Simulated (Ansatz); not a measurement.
# TaN (P-6m2) in Ansatz: convergence with smearing width

Aim: find how far smearing width must go before the results for TaN settle, at PBE+U. This setting moves, with any that are tied to it; all else stays.

Everything below comes from runs of Ansatz 0.2.0. Logs are shortened: lines on timing, memory, paths and dates and some standing lists are left out, and cuts for length are marked.

**1. Starting point**

The structure is hexagonal, space group P-6m2 (No. 187). Conventional cell: a = 2.938 Å, b = 2.938 Å, c = 2.883 Å, α = 90.00°, β = 90.00°, γ = 120.00°. Around Ta (site symmetry -6m2) lie 6 N at 2.23 Å. Around N (site symmetry -6m2) lie 6 Ta at 2.23 Å.

**2. With smearing width 0.3 eV**

input.yaml reads:

```yaml
crystal:
  lattice:
    - [2.938, 0.0, 0.0]
    - [-1.469, 2.5443826363, 0.0]
    - [0.0, 0.0, 2.883]
  atoms:
    - { symbol: Ta, position: [0.0, 0.0, 0.5] }
    - { symbol: "N", position: [0.6666666667, 0.3333333333, 0.0] }
hamiltonian:
  xc: pbe
  pseudopotentials: { kind: paw, source: jth }
  hubbard: { sites: [{ species: Ta, l: d, u_eff: 7.0 }] }
kpoints:
  mp_grid: { grid: [9, 9, 8] }
scf:
  occupations: { method: methfessel_paxton, width: 0.3 }
output:
  forces: true
  stress: true
  eigenvalues: true
```

Potentials or basis: JTH PAW.

The run is started by

```sh
$ ansatz run input.yaml --threads 2 --pin off --max-ram 5632MiB --backend cpu --events-out ev --progress --plain --runs-dir out
```

Output:

```text
Warning: the checks of this Ta dataset prove no rule for summing its radial tables, as where they were carried onto another mesh than they were made on, and Gregory's rule is taken, under which a leading mesh point left out moves its sums only by what lay on the interval it spanned. That does not make them correct, and they differ from Quantum ESPRESSO's on this file; a re-export a fraction of a mesh step off can move them. hamiltonian.pseudopotentials.radial_quadrature: simpson_from_first_knot sums it by `pw.x`'s rule; on a PAW file no value gives `pw.x`'s numbers. What more to know: hamiltonian.pseudopotentials.radial_quadrature, in the input reference
Warning: the checks of this N dataset prove no rule for summing its radial tables, as where they were carried onto another mesh than they were made on, and Gregory's rule is taken, under which a leading mesh point left out moves its sums only by what lay on the interval it spanned. That does not make them correct, and they differ from Quantum ESPRESSO's on this file; a re-export a fraction of a mesh step off can move them. hamiltonian.pseudopotentials.radial_quadrature: simpson_from_first_knot sums it by `pw.x`'s rule; on a PAW file no value gives `pw.x`'s numbers. What more to know: hamiltonian.pseudopotentials.radial_quadrature, in the input reference
Warning: RAYON_NUM_THREADS=2 ignored (pool sized by the plan → 2); use --threads N
Ta: projections on atomic orbitals take those of the free atom [Kr 4d10 4f14] 5s2 5p6 5d3 6s2 6p0, of charge +0.00 (hamiltonian.pseudopotentials.projection_atoms); the dataset's partial waves leave at most 2.9e-6 of an orbital's norm unspanned inside its sphere
N: projections on atomic orbitals take those of the free atom [He] 2s2 2p3, of charge +0.00 (hamiltonian.pseudopotentials.projection_atoms); the dataset's partial waves leave at most 2.7e-11 of an orbital's norm unspanned inside its sphere
Engine: ansatz 0.2.0, x86_64-unknown-linux-gnu
Pseudopotentials: kind: paw
Pseudopotential: Ta, paw, valence charge 13, recommended cutoff 1290 eV (normal), Ta.paw.azcp
Pseudopotential: N, paw, valence charge 5, recommended cutoff 1320 eV (normal), N.paw.azcp
Functional definition: PBE
  parameter kappa = 0.804
  parameter beta = 0.06672455060314922
  exchange = pbe_x(kappa = kappa, mu = beta*pi^2/3)
  correlation = pbe_c(beta = beta)
Crystal: 2 atoms, lattice volume = 21.552 Å³
Basis set: ecut = 1320 eV, 2351 PW (Γ), exchange–correlation on 72×72×72 points (8 copies of the dense FFT grid, shifted against one another)
Bands: 13, of which v1, the nominal top of the filled ones, is band 9 counted from 1 (8 counted from 0)
Symmetry: 12 space group operations
Space group: P-6m2 (ITA 187), of the structure as read, at distance tolerance 2.8e-5 Å
k-points: 60 of 648 (time reversal used)
Non-local potential: Ta, projectors of the file, l = 0: 2, l = 1: 2, l = 2: 2
Non-local potential: N, projectors of the file, l = 0: 2, l = 1: 2
PAW form: soft (Blöchl's): semilocal exchange-correlation on the pseudo side does not see the compensation charge
PAW one-centre angular grid: Ta, 590 points (default); XC on 126 of its mesh's 976 points in the sphere
PAW one-centre angular grid: N, 110 points (default); XC on 64 Gauss nodes
Initial density: superposition of atomic densities (chi_scale 0.1, normalization cell, long waves kept (reshape's long-wave potential 0.00 eV rms))
Initial wavefunctions: pseudopotential atomic-orbital guess
Functional: x = pbe(κ = 0.804, μ = 0.2195149727645171), c = pbe(β = 0.06672455060314922)
SCF iter   1: F=—  HF=-10271.471762 eV  |F-HF|=—  |Δ(HF+E_count)|=         —  Δρ=7.69e-2  dr2=1.36e0  ethr=3.10e-3  ⟨swp⟩=5.9  Hψ=4978  notcnv=0
preconditioner: auto → none  [metal: Δε(μ)=0.153 eV  Ē_g=11.818 eV  σ=0.300 eV  W_gap=0.39  n_scr=8 (ndim 8)  ℏωp=25.3 eV  f_vac=0.000  D(μ)=0.05/eV (n_scr^D=0)  sad-step TF]
SCF iter   2: F=—  HF=-10271.419968 eV  |F-HF|=—  |Δ(HF+E_count)|=   5.18e-2  S|Δr|=    0.00e0  Δρ=3.37e-2  dr2=1.66e-1  ethr=3.10e-3  ⟨swp⟩=2.2  Hψ=1535  notcnv=0
SCF iter   3: F=—  HF=-10271.534453 eV  |F-HF|=—  |Δ(HF+E_count)|=   1.14e-1  S|Δr|=    0.00e0  Δρ=1.52e-2  dr2=4.93e-2  ethr=9.24e-4  ⟨swp⟩=1.7  Hψ=1219  notcnv=0
SCF iter   4: F=—  HF=-10271.545967 eV  |F-HF|=—  |Δ(HF+E_count)|=   1.15e-2  S|Δr|=    0.00e0  Δρ=3.04e-3  dr2=1.42e-3  ethr=2.74e-4  ⟨swp⟩=1.9  Hψ=1083  notcnv=0
SCF iter   5: F=—  HF=-10271.548564 eV  |F-HF|=—  |Δ(HF+E_count)|=   2.60e-3  S|Δr|=    0.00e0  Δρ=1.01e-3  dr2=2.50e-4  ethr=7.90e-6  ⟨swp⟩=2.1  Hψ=1462  notcnv=0
SCF iter   6: F=—  HF=-10271.548769 eV  |F-HF|=—  |Δ(HF+E_count)|=   2.06e-4  S|Δr|=    0.00e0  Δρ=2.55e-4  dr2=1.03e-5  ethr=1.39e-6  ⟨swp⟩=2.9  Hψ=1315  notcnv=0
SCF iter   7: F=—  HF=-10271.548788 eV  |F-HF|=—  |Δ(HF+E_count)|=   1.87e-5  S|Δr|=    0.00e0  Δρ=8.68e-5  dr2=2.15e-6  ethr=5.72e-8  ⟨swp⟩=2.0  Hψ=1322  notcnv=0
SCF iter   8: F=-10271.548788 eV  HF=-10271.548788 eV  |F-HF|=3.49e-8  |Δ(HF+E_count)|=   3.27e-7  S|Δr|=    0.00e0  Δρ=1.35e-5  dr2=4.92e-8  ethr=5.56e-10  ⟨swp⟩=4.4  Hψ=4023  notcnv=0
SCF 1 converged in 8 iterations: F = -10271.548788 eV  dr2 = 4.92e-8
SCF converged after 8 iterations
Stability not checked: this state was not tested for a lower state beside it, because cold or Methfessel-Paxton smearing, or corrected tetrahedra, fill the levels in a way that the test cannot read (fill_not_monotonic; see scf.lower_state_search)
Free energy (F): -10271.548788 eV
Harris-Foulkes:  -10271.548788 eV  (|F-HF|=3.49e-8)
Internal energy: -10271.548940 eV  (E = F + TS)
E sigma→0 (E₀):  -10271.548826 eV
Entropy (-TS):   0.000152 eV (0.076 meV/atom)
Fermi energy:    20.722811 eV
--- Per-component energies (eV) ---
  E_band       = -54.937011
  E_kinetic    = 325.061031
  E_local      = -50.005802  (includes V_loc(G=0)·N_el)
  E_nonlocal   = -314.498016
  E_hartree    = 223.588787
  E_xc         = -297.349966
  E_vxc        = -198.367352  (∫ρ·V_xc dr)
  E_hubbard    = 7.617672  (on-site DFT+U / exact-exchange correction)
  E_vhub       = 2.973418  (the Hubbard potential's part of the band-sum identity)
  E_paw        = -8491.939650  (= ΣΔE_a)
  E_vpaw       = -267.276026  (= ΣTr[D̂ρ^β])
  E_aug_tail   = 0.000128  (compensation charges beyond the density's cutoff)
  E_ewald      = -1674.023123
  E_smearing   = 0.000152  (= −TS)
  E_closure    = -0.000000  (closes the sum)
  Σ components = -10271.548788   (vs F -10271.548788, Δ=0.00e0)
--- Forces (eV/Å), atoms counted from 1 ---
  atom   1  Ta     0.00000000     0.00000000     0.00000000
  atom   2  N      0.00000000     0.00000000     0.00000000
  max |Σ_I F_I| component: 4.44e-16 eV/Å
--- Stress (GPa, compression-positive) ---
       13.633776       0.000000       0.000000
        0.000000      13.633776       0.000000
        0.000000       0.000000      10.109479
  P = ⅓ Tr σ = 12.4590 GPa (124.590 kbar)
--- Band table (eV; the first three rows and the last of 60) ---
  k-point 0: bands = ["-48.9269", "-15.1554", "-14.9580", "-14.9580", "2.5183", "15.6473", "15.9409", "15.9409", "17.4352", "22.3023", "24.0697", "24.0697", "25.6177"]
  k-point 1: bands = ["-48.9197", "-15.2948", "-14.9463", "-14.9463", "2.8365", "14.8021", "16.0761", "16.0761", "18.0811", "22.8593", "23.0515", "23.0515", "26.0559"]
  k-point 2: bands = ["-48.9023", "-15.6185", "-14.9186", "-14.9186", "3.6689", "13.1059", "16.4271", "16.4271", "19.6834", "21.6838", "21.6838", "24.1185", "25.8232"]
  k-point 59: bands = ["-48.7961", "-15.7682", "-15.5464", "-15.4833", "5.1639", "12.8513", "13.8506", "16.4168", "20.0691", "24.8100", "25.6293", "27.1775", "28.6312"]
Occupation matrices written to <dir>
```

Run time: 12 s. Hardware: 2 threads of Intel Xeon at 2.50GHz (Skylake/Cascade Lake), shared host; peak memory 0.48 GiB.

What came out:

* Free energy: -10271.5488 eV
* Pressure: 12.5 GPa
* Band gap on the k mesh: none (metal or under the smearing width)

**3. With smearing width 0.2 eV**

input.yaml, as its differences from that of step 2:

```diff
@@ -15,3 +15,3 @@
 scf:
-  occupations: { method: methfessel_paxton, width: 0.3 }
+  occupations: { method: methfessel_paxton, width: 0.2 }
 output:
```

Potentials or basis: JTH PAW.

The run is started by

```sh
$ ansatz run input.yaml --threads 2 --pin off --max-ram 5632MiB --backend cpu --events-out ev --progress --plain --runs-dir out
```

It took 13 s on 2 threads of Intel Xeon at 2.50GHz (Skylake/Cascade Lake), shared host; peak memory 0.48 GiB.

What came out:

```yaml
Free_energy: -10271.5488 eV
Pressure: 12.5 GPa
Band_gap_on_the_k_mesh: none (metal or under the smearing width)
```

**4. With smearing width 0.15 eV**

input.yaml, as its differences from that of step 3:

```diff
@@ -15,3 +15,3 @@
 scf:
-  occupations: { method: methfessel_paxton, width: 0.2 }
+  occupations: { method: methfessel_paxton, width: 0.15 }
 output:
```

The run is started by

```sh
$ ansatz run input.yaml --threads 2 --pin off --max-ram 5632MiB --backend cpu --events-out ev --progress --plain --runs-dir out
```

Run time: 12 s. Hardware: 2 threads of Intel Xeon at 2.50GHz (Skylake/Cascade Lake), shared host; peak memory 0.48 GiB.

Results:

```
Free energy            : -10271.5488 eV
Pressure               : 12.5 GPa
Band gap on the k mesh : none (metal or under the smearing width)
```

**5. With smearing width 0.1 eV**

input.yaml, as its differences from that of step 4:

```diff
@@ -15,3 +15,3 @@
 scf:
-  occupations: { method: methfessel_paxton, width: 0.15 }
+  occupations: { method: methfessel_paxton, width: 0.1 }
 output:
```

The run is started by

```sh
$ ansatz run input.yaml --threads 2 --pin off --max-ram 5632MiB --backend cpu --events-out ev --progress --plain --runs-dir out
```

Wall time 11 s (2 threads of Intel Xeon at 2.50GHz (Skylake/Cascade Lake), shared host); peak memory 0.48 GiB.

What came out:

| Quantity | Value |
| --- | --- |
| Free energy | -10271.5488 eV |
| Pressure | 12.5 GPa |
| Band gap on the k mesh | none (metal or under the smearing width) |

**6. With smearing width 0.05 eV**

input.yaml, as its differences from that of step 5:

```diff
@@ -15,3 +15,3 @@
 scf:
-  occupations: { method: methfessel_paxton, width: 0.1 }
+  occupations: { method: methfessel_paxton, width: 0.05 }
 output:
```

Potentials or basis: JTH PAW.

The run is started by

```sh
$ ansatz run input.yaml --threads 2 --pin off --max-ram 5632MiB --backend cpu --events-out ev --progress --plain --runs-dir out
```

It took 11 s on 2 threads of Intel Xeon at 2.50GHz (Skylake/Cascade Lake), shared host; peak memory 0.48 GiB.

Results (log left out):

- Free energy: -10271.5488 eV
- Pressure: 12.5 GPa
- Band gap on the k mesh: none (metal or under the smearing width)

**7. With smearing width 0.025 eV**

input.yaml, as its differences from that of step 6:

```diff
@@ -15,3 +15,3 @@
 scf:
-  occupations: { method: methfessel_paxton, width: 0.05 }
+  occupations: { method: methfessel_paxton, width: 0.025 }
 output:
```

The run is started by

```sh
$ ansatz run input.yaml --threads 2 --pin off --max-ram 5632MiB --backend cpu --events-out ev --progress --plain --runs-dir out
```

It took 11 s on 2 threads of Intel Xeon at 2.50GHz (Skylake/Cascade Lake), shared host; peak memory 0.48 GiB.

It converged, with:

```yaml
Free_energy: -10271.5488 eV
Pressure: 12.5 GPa
Band_gap_on_the_k_mesh: none (metal or under the smearing width)
```

**8. With smearing width 0.01 eV**

input.yaml, as its differences from that of step 7:

```diff
@@ -15,3 +15,3 @@
 scf:
-  occupations: { method: methfessel_paxton, width: 0.025 }
+  occupations: { method: methfessel_paxton, width: 0.01 }
 output:
```

The run is started by

```sh
$ ansatz run input.yaml --threads 2 --pin off --max-ram 5632MiB --backend cpu --events-out ev --progress --plain --runs-dir out
```

Run time: 13 s. Hardware: 2 threads of Intel Xeon at 2.50GHz (Skylake/Cascade Lake), shared host; peak memory 0.48 GiB.

Results (log left out):

| Item | Value |
| --- | --- |
| Free energy | -10271.5488 eV |
| Pressure | 12.5 GPa |
| Band gap on the k mesh | none (metal or under the smearing width) |

**9. With smearing width 0.005 eV**

input.yaml, as its differences from that of step 8:

```diff
@@ -15,3 +15,3 @@
 scf:
-  occupations: { method: methfessel_paxton, width: 0.01 }
+  occupations: { method: methfessel_paxton, width: 0.005 }
 output:
```

Potentials or basis: JTH PAW.

The run is started by

```sh
$ ansatz run input.yaml --threads 2 --pin off --max-ram 5632MiB --backend cpu --events-out ev --progress --plain --runs-dir out
```

Run time: 13 s. Hardware: 2 threads of Intel Xeon at 2.50GHz (Skylake/Cascade Lake), shared host; peak memory 0.48 GiB.

The run converged. Its results:

* Free energy: -10271.5487 eV
* Pressure: 12.5 GPa
* Band gap on the k mesh: none (metal or under the smearing width)

**10. Summary**

```tsv
smearing width	energy less the tightest run, at zero smearing (meV/atom)	SCF cycles	CPU time (s)	peak memory (GiB)
0.3 eV	-0.04	8	20	0.48
0.2 eV	-0.05	9	21	0.48
0.15 eV	-0.05	9	21	0.48
0.1 eV	-0.04	9	20	0.48
0.05 eV	-0.02	9	21	0.48
0.025 eV	-0.01	9	20	0.48
0.01 eV	0.00	9	24	0.48
0.005 eV	0.00	9	24	0.48
```

Against the tightest run, the energy stays within 1 meV/atom from 0.3 eV on. Narrower smearing needs a denser k mesh, so at a fixed mesh the narrowest width isn't the most accurate. The tightest run that finished is the yardstick and may itself not be fully converged.

Caveats: U without spin polarisation on a metal has little footing.
